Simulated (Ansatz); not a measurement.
# Cobalt, hcp under LDA: convergence with the Methfessel-Paxton smearing, part 2 of 2

How small must the Methfessel-Paxton smearing width be for energy and pressure and moments to settle? The geometry was relaxed under LDA beforehand and stays fixed; 7 values are run, from 0.01 to 1.0 eV. Wanted are the values from which on the energy stays within 10 and 1 meV/atom, and the pressure within 0.5 GPa, of the narrowest run. Within the series other settings stay, but some runs also write fields, which adds to their time. The moments start as that relaxation left them.

Ansatz 0.2.0; DFT LDA, plane waves with PAW, scalar-relativistic.

### 5 With a width of 0.2 eV

The run at 0.2 eV.

Input file input.yaml:

```yaml
crystal:
  lattice:
    - [2.4273810165, 0.0, 0.0]
    - [-1.2136905082, 2.102173625, 0.0]
    - [0.0, 0.0, 3.9230481332]
  atoms:
    - { symbol: Co, position: [0.3333333333, 0.6666666667, 0.25], spin: 1.558 }
    - { symbol: Co, position: [0.6666666667, 0.3333333333, 0.75], spin: 1.558 }
hamiltonian:
  xc: lda
  pseudopotentials:
    kind: paw
    azcp:
      Co: "pseudopotentials/Co.paw.azcp"
basis:
  ecutwfc: 420
  fft_grid_basis: typed
kpoints:
  mp_grid: { grid: [15, 15, 8], shift: [0, 0, 0] }
magnetization:
  spin_polarized: true
scf:
  occupations: { method: methfessel_paxton, width: 0.2 }
  lower_state_search: "off"
output:
  stress: true
  write_density: true
  write_potential: true
  elf: true
  volumetric_format: npy
```

Run with:

```bash
$ ansatz run input.yaml --threads 2 --pin off --max-ram 5120MiB --backend cpu --events-out ev --progress --plain --runs-dir out
```

Log, cut to the lines that bear on the results:

```text
Warning: <dir> the record states the generating functional pbe (its physics header spells it `PBE`), which answers neither for hamiltonian.xc's functional nor for the lda family's — results may be inconsistent (PPs are generated against a specific XC)
Warning: RAYON_NUM_THREADS=2 ignored (pool sized by the plan → 2); use --threads N
[...]
Pseudopotentials: kind: paw
Pseudopotential: Co, paw, valence charge 17, recommended cutoff 420 eV (normal), <dir>
Functional definition: SPW92
[...]
Crystal: 2 atoms, lattice volume = 20.018 Å³
Basis set: ecut = 420 eV, 391 PW (Γ)
Bands: 23, of which v1, the nominal top of the filled ones, is band 17 counted from 1 (16 counted from 0)
Symmetry: 24 space group operations
Space group: P63/mmc (ITA 194), of the structure as read, at distance tolerance 2.7e-5 Å
Magnetic group: BNS 194.263 (UNI 1493), of the structure as read, at distance tolerance 2.7e-5 Å
k-points: 135 of 1800
[...]
Starting moments: Σ|m| = 3.116 μB on 2 of 2 sites
[...]
this state was not tested for a lower state beside it, because cold or Methfessel-Paxton smearing, or corrected tetrahedra, fill the levels in a way that the test cannot read (fill_not_monotonic; see scf.lower_state_search)
SCF converged after 12 iterations
Magnetization: 3.0657 μB (18.5328 up, 15.4672 down)
Absolute magnetization: 3.2559 μB (∫|ρ↑−ρ↓|, with the PAW one-centre terms)
Spin contamination: 0.0309 ħ² per cell (⟨S²⟩ above its minimum at these occupations)
Per-site moments (μB) at R_I (Å): [(1.5769237453069476, 0.9944275849165145), (1.5769237453069471, 0.9944275849165145)]
Free energy (F): -10125.532149 eV
[...]
E sigma→0 (E₀):  -10125.533584 eV
Entropy (-TS):   0.005740 eV (2.870 meV/atom)
Fermi energy:    20.095014 eV
[...]
--- Stress (GPa, compression-positive) ---
        0.632504       0.000000       0.000000
        0.000000       0.632504       0.000000
        0.000000       0.000000      -0.409147
  P = ⅓ Tr σ = 0.2853 GPa (2.853 kbar)
--- Band table (eV; the first three rows and the last of 270) ---
[... band rows left out ...]
[...]
```

Wall time 6.5 s (2 threads of Arm Neoverse V1, shared host); peak memory 0.34 GiB.

### 6 With a width of 0.3 eV

The run at 0.3 eV.

Changes to input.yaml since step 5:

```diff
@@ -22,3 +22,3 @@
 scf:
-  occupations: { method: methfessel_paxton, width: 0.2 }
+  occupations: { method: methfessel_paxton, width: 0.3 }
   lower_state_search: "off"
@@ -26,5 +26 @@
   stress: true
-  write_density: true
-  write_potential: true
-  elf: true
-  volumetric_format: npy
```

Run with:

```bash
$ ansatz run input.yaml --threads 2 --pin off --max-ram 5120MiB --backend cpu --events-out ev --progress --plain --runs-dir out
```

Log, cut to the lines that bear on the results:

```text
Warning: <dir> the record states the generating functional pbe (its physics header spells it `PBE`), which answers neither for hamiltonian.xc's functional nor for the lda family's — results may be inconsistent (PPs are generated against a specific XC)
Warning: RAYON_NUM_THREADS=2 ignored (pool sized by the plan → 2); use --threads N
[...]
Pseudopotentials: kind: paw
Pseudopotential: Co, paw, valence charge 17, recommended cutoff 420 eV (normal), <dir>
Functional definition: SPW92
[...]
Crystal: 2 atoms, lattice volume = 20.018 Å³
Basis set: ecut = 420 eV, 391 PW (Γ)
Bands: 23, of which v1, the nominal top of the filled ones, is band 17 counted from 1 (16 counted from 0)
Symmetry: 24 space group operations
Space group: P63/mmc (ITA 194), of the structure as read, at distance tolerance 2.7e-5 Å
Magnetic group: BNS 194.263 (UNI 1493), of the structure as read, at distance tolerance 2.7e-5 Å
k-points: 135 of 1800
[...]
Starting moments: Σ|m| = 3.116 μB on 2 of 2 sites
[...]
SCF iter  13: F=-10125.527665 eV  HF=-10125.527665 eV  |F-HF|=4.35e-10  |Δ(HF+E_count)|=   4.99e-8  S|Δr|=    0.00e0  Δρ=3.21e-6 (↑3.21e-6 ↓2.61e-6)  dr2=1.49e-10  dr2_m=1.47e-9  M=3.101 μB ∫|m|=3.292 μB  ethr=8.22e-12  ⟨swp⟩=1.1  Hψ=18113  notcnv=0
[...]
this state was not tested for a lower state beside it, because cold or Methfessel-Paxton smearing, or corrected tetrahedra, fill the levels in a way that the test cannot read (fill_not_monotonic; see scf.lower_state_search)
SCF converged after 13 iterations
Magnetization: 3.1013 μB (18.5506 up, 15.4494 down)
Absolute magnetization: 3.2927 μB (∫|ρ↑−ρ↓|, with the PAW one-centre terms)
Spin contamination: 0.0315 ħ² per cell (⟨S²⟩ above its minimum at these occupations)
Per-site moments (μB) at R_I (Å): [(1.5949828738890206, 0.9944275849165145), (1.5949828738890213, 0.9944275849165145)]
Free energy (F): -10125.527665 eV
[...]
E sigma→0 (E₀):  -10125.532123 eV
Entropy (-TS):   0.017835 eV (8.917 meV/atom)
Fermi energy:    20.086916 eV
[...]
--- Stress (GPa, compression-positive) ---
        0.772938       0.000000       0.000000
        0.000000       0.772938       0.000000
        0.000000       0.000000       0.071835
  P = ⅓ Tr σ = 0.5392 GPa (5.392 kbar)
```

It took 5.5 s on 2 threads of Arm Neoverse V1, shared host; peak memory 0.34 GiB.

### 7 With a width of 0.6 eV

The run at 0.6 eV.

Changes to input.yaml since step 6:

```diff
@@ -22,3 +22,3 @@
 scf:
-  occupations: { method: methfessel_paxton, width: 0.3 }
+  occupations: { method: methfessel_paxton, width: 0.6 }
   lower_state_search: "off"
```

Run with:

```bash
$ ansatz run input.yaml --threads 2 --pin off --max-ram 5120MiB --backend cpu --events-out ev --progress --plain --runs-dir out
```

Log, cut to the lines that bear on the results:

```text
Warning: <dir> the record states the generating functional pbe (its physics header spells it `PBE`), which answers neither for hamiltonian.xc's functional nor for the lda family's — results may be inconsistent (PPs are generated against a specific XC)
Warning: RAYON_NUM_THREADS=2 ignored (pool sized by the plan → 2); use --threads N
band count auto-derived: 24 (N_el = 34.0; filled up to band 17; 23 by the electrons, moments and atoms)
[...]
Pseudopotentials: kind: paw
Pseudopotential: Co, paw, valence charge 17, recommended cutoff 420 eV (normal), <dir>
Functional definition: SPW92
[...]
Crystal: 2 atoms, lattice volume = 20.018 Å³
Basis set: ecut = 420 eV, 391 PW (Γ)
Bands: 24, of which v1, the nominal top of the filled ones, is band 17 counted from 1 (16 counted from 0)
Symmetry: 24 space group operations
Space group: P63/mmc (ITA 194), of the structure as read, at distance tolerance 2.7e-5 Å
Magnetic group: BNS 194.263 (UNI 1493), of the structure as read, at distance tolerance 2.7e-5 Å
k-points: 135 of 1800
[...]
SCF iter  18: F=-10125.502310 eV  HF=-10125.502310 eV  |F-HF|=2.90e-9  |Δ(HF+E_count)|=   1.22e-7  S|Δr|=    0.00e0  Δρ=5.48e-6 (↑8.76e-7 ↓5.48e-6)  dr2=3.19e-9  dr2_m=1.30e-9  M=2.931 μB ∫|m|=3.121 μB  ethr=2.94e-10  ⟨swp⟩=2.9  Hψ=23234  notcnv=0
[...]
this state was not tested for a lower state beside it, because cold or Methfessel-Paxton smearing, or corrected tetrahedra, fill the levels in a way that the test cannot read (fill_not_monotonic; see scf.lower_state_search)
SCF converged after 18 iterations
Magnetization: 2.9314 μB (18.4657 up, 15.5343 down)
Absolute magnetization: 3.1216 μB (∫|ρ↑−ρ↓|, with the PAW one-centre terms)
Spin contamination: 0.0292 ħ² per cell (⟨S²⟩ above its minimum at these occupations)
Per-site moments (μB) at R_I (Å): [(1.5098410240996738, 0.9944275849165145), (1.509841024099674, 0.9944275849165145)]
Free energy (F): -10125.502310 eV
[...]
E sigma→0 (E₀):  -10125.517578 eV
Entropy (-TS):   0.061069 eV (30.535 meV/atom)
Fermi energy:    20.093882 eV
[...]
--- Stress (GPa, compression-positive) ---
       -1.138799       0.000000       0.000000
        0.000000      -1.138799       0.000000
        0.000000       0.000000      -1.485669
  P = ⅓ Tr σ = -1.2544 GPa (-12.544 kbar)
```

Run time: 7 s. Hardware: 2 threads of Arm Neoverse V1, shared host; peak memory 0.34 GiB.

### 8 With a width of 1.0 eV

The run at 1.0 eV.

Changes to input.yaml since step 7:

```diff
@@ -22,3 +22,3 @@
 scf:
-  occupations: { method: methfessel_paxton, width: 0.6 }
+  occupations: { method: methfessel_paxton, width: 1.0 }
   lower_state_search: "off"
```

Run with:

```bash
$ ansatz run input.yaml --threads 2 --pin off --max-ram 5120MiB --backend cpu --events-out ev --progress --plain --runs-dir out
```

Log, cut to the lines that bear on the results:

```text
Warning: <dir> the record states the generating functional pbe (its physics header spells it `PBE`), which answers neither for hamiltonian.xc's functional nor for the lda family's — results may be inconsistent (PPs are generated against a specific XC)
Warning: RAYON_NUM_THREADS=2 ignored (pool sized by the plan → 2); use --threads N
band count auto-derived: 24 (N_el = 34.0; filled up to band 17; 23 by the electrons, moments and atoms)
[...]
Pseudopotentials: kind: paw
Pseudopotential: Co, paw, valence charge 17, recommended cutoff 420 eV (normal), <dir>
Functional definition: SPW92
[...]
Crystal: 2 atoms, lattice volume = 20.018 Å³
Basis set: ecut = 420 eV, 391 PW (Γ)
Bands: 24, of which v1, the nominal top of the filled ones, is band 17 counted from 1 (16 counted from 0)
Symmetry: 24 space group operations
Space group: P63/mmc (ITA 194), of the structure as read, at distance tolerance 2.7e-5 Å
Magnetic group: BNS 194.263 (UNI 1493), of the structure as read, at distance tolerance 2.7e-5 Å
k-points: 135 of 1800
[...]
SCF iter  15: F=-10125.474300 eV  HF=-10125.474300 eV  |F-HF|=4.86e-10  |Δ(HF+E_count)|=   8.15e-7  S|Δr|=    0.00e0  Δρ=4.71e-6 (↑4.71e-6 ↓3.76e-6)  dr2=1.44e-10  dr2_m=3.25e-9  M=2.248 μB ∫|m|=2.399 μB  ethr=5.78e-11  ⟨swp⟩=4.0  Hψ=20032  notcnv=0
[...]
this state was not tested for a lower state beside it, because cold or Methfessel-Paxton smearing, or corrected tetrahedra, fill the levels in a way that the test cannot read (fill_not_monotonic; see scf.lower_state_search)
SCF converged after 15 iterations
Magnetization: 2.2479 μB (18.1239 up, 15.8761 down)
Absolute magnetization: 2.4001 μB (∫|ρ↑−ρ↓|, with the PAW one-centre terms)
Spin contamination: 0.0189 ħ² per cell (⟨S²⟩ above its minimum at these occupations)
Per-site moments (μB) at R_I (Å): [(1.1592258037187302, 0.9944275849165145), (1.1592258037187309, 0.9944275849165145)]
Free energy (F): -10125.474300 eV
[...]
E sigma→0 (E₀):  -10125.468120 eV
Entropy (-TS):   -0.024721 eV (-12.361 meV/atom)
Fermi energy:    20.108355 eV
[...]
--- Stress (GPa, compression-positive) ---
       -5.189658       0.000000       0.000000
        0.000000      -5.189658       0.000000
        0.000000       0.000000      -6.114493
  P = ⅓ Tr σ = -5.4979 GPa (-54.979 kbar)
```

Run time: 6.1 s. Hardware: 2 threads of Arm Neoverse V1, shared host; peak memory 0.34 GiB.

### 9 The series

Differences are taken from the run at 0.01 eV.

```csv
smearing (eV),F (meV/atom),E(σ → 0) (meV/atom),P (GPa),largest moment (μB),SCF cycles,CPU time
0.01,0.00,0.00,0.48,1.585,17,16 s
0.03,-0.01,-0.01,0.47,1.585,16,12 s
0.1,0.09,0.02,0.25,1.573,13,10 s
0.2,0.82,0.10,0.29,1.577,12,12 s
0.3,3.06,0.83,0.54,1.595,13,10 s
0.6,15.74,8.10,-1.25,1.510,18,13 s
1.0,29.74,32.83,-5.50,1.159,15,12 s
```

### 10 Results

The summary covers parts 1 to 2.

| quantity | value |
| --- | --- |
| E(σ → 0) stays within 10 meV/atom of 0.01 eV | up to 0.6 eV |
| E(σ → 0) stays within 1 meV/atom | up to 0.3 eV |
| pressure stays within 0.5 GPa | up to 0.3 eV |
| pressure at 0.01 eV | 0.48 GPa |
| energy of a separate run on a finer mesh (24×24×13) | -0.8 meV/atom from 0.01 eV |

What this shows: At 1.0 eV the energy differs by +32.8 meV/atom and the pressure by -6.0 GPa. Over the range F shifts by +29.7 meV/atom, while E(σ → 0) shifts by +32.8. This scheme cancels the term in the square of the width, so F moves little up to 0.2 eV. The mesh (15×15×8) is fixed, so the narrowest widths carry a k-point error of their own. The largest moment goes from 1.59 μB at 0.01 eV to 1.16 μB at 1.0 eV. The yardstick itself is unsettled by 0.8 meV/atom against the finer mesh, so the thresholds above hold only within this series, and wider smearing, which averages over more states, can land nearer the fine-mesh value than the narrowest does. The cell taken over is 10 % smaller than the measured one (11.07 Å³/atom, COD), which weighs on all values here.
